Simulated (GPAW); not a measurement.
Runs of GPAW 26.7.0 on KF (Carobbiite). The structure is cubic, space group Fm-3m (No. 225). Conventional cell: a = 5.344 Å, b = 5.344 Å, c = 5.344 Å, α = 90.00°, β = 90.00°, γ = 90.00°. K (site symmetry m-3m) is surrounded by 6 F at 2.67 Å. F (site symmetry m-3m) is surrounded by 6 K at 2.67 Å. 

```csv
task,level,cell,optimizer,fmax,max steps,convergence,gap on the mesh (eV),pressure (GPa),relaxed volume (Å³/atom)
relaxation of cell and atoms,PBEsol,relaxed,BFGS,0.02 eV/Å,60,density=1e-05 forces=0.0001,6.29,0.1,(c)
relaxation of cell and atoms,PBEsol+D3(BJ),relaxed,BFGS,0.02 eV/Å,60,density=1e-05 forces=0.0001,6.49,-0.1,(b)
relaxation of cell and atoms,PBEsol+D3(BJ)+ATM,relaxed,BFGS,0.02 eV/Å,60,density=1e-05 forces=0.0001,6.47,0.0,17.58
single point,PBEsol,"atoms moved at random, drawn with an rms of 0.05 Å",-,-,-,-,6.04,-1.5,-
relaxation of cell and atoms,PBEsol+D4,relaxed,BFGS,0.02 eV/Å,60,density=1e-05 forces=0.0001,6.36,0.2,(a)
relaxation of cell and atoms,PBEsol+D3,relaxed,BFGS,0.02 eV/Å,60,density=1e-05 forces=0.0001,6.37,0.0,17.91
single point,PBEsol,as given,-,-,-,-,6.04,-1.5,-
```

Alike in all rows: potentials or basis PAW data sets generated in the run's folder for this functional, pw; no spin polarisation; k mesh 9 × 9 × 9; cutoff (eV) 800; smearing fermi-dirac 0.05 eV.

Question: Estimate the missing entries.

Answer: (a) 17.95; (b) 17.51; (c) 18.18.

Caveats: an odd mesh through Γ misses points on the zone boundary, where band edges often lie; later steps reuse the first step's grids (some runs).
